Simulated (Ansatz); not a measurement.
## A series in space group F-43m

All 4 crystals share space group F-43m (No. 216) and the same kinds of sites, 2 atoms in the primitive cell. They are database entries and needn't be the stable phases. The set is a selection: crystals with an unstable lattice, a very soft shear in a metal or doubtful stress slopes were left out. Cells are relaxed by PAW under the functional.

Quantity: elastic moduli (Hill averages, relaxed ions; θ_D from sound speeds over directions). Level: LDA, all-electron LAPW in Ansatz 0.2.0, scalar-relativistic.

| crystal | cell (conventional) | k mesh | smearing (eV) |
| --- | --- | --- | --- |
| AlP | a = 5.434 Å | 8×8×8 | none |
| GaP | a = 5.391 Å | 8×8×8 | none |
| InP | a = 5.827 Å | 6×6×6 | none |
| InSb | a = 6.450 Å | 12×12×12 | 0.05 |

Question: Rank them by G, lowest first.
A. InP
B. GaP
C. AlP
D. InSb

Answer: D (22.3 GPa), A (34.1 GPa), C (47.3 GPa), B (56.0 GPa).

All values:

| crystal | B (GPa) | G (GPa) | C11 (GPa) | C44 (GPa) | ν | θ_D (K) |
| --- | --- | --- | --- | --- | --- | --- |
| AlP | 89.6 | 47.3 | 132 | 61.5 | 0.276 | 538 |
| GaP | 90.1 | 56.0 | 143 | 71.0 | 0.242 | 441 |
| InP | 71.3 | 34.1 | 101 | 45.5 | 0.294 | 298 |
| InSb | 46.5 | 22.3 | 66.2 | 29.3 | 0.294 | 199 |

Caveats: constants at zero field, no piezoelectric stiffening (AlP, GaP, InP); the gap is closed or tiny at this level, so small that the run used smearing; responses move with mesh and smearing (InSb).
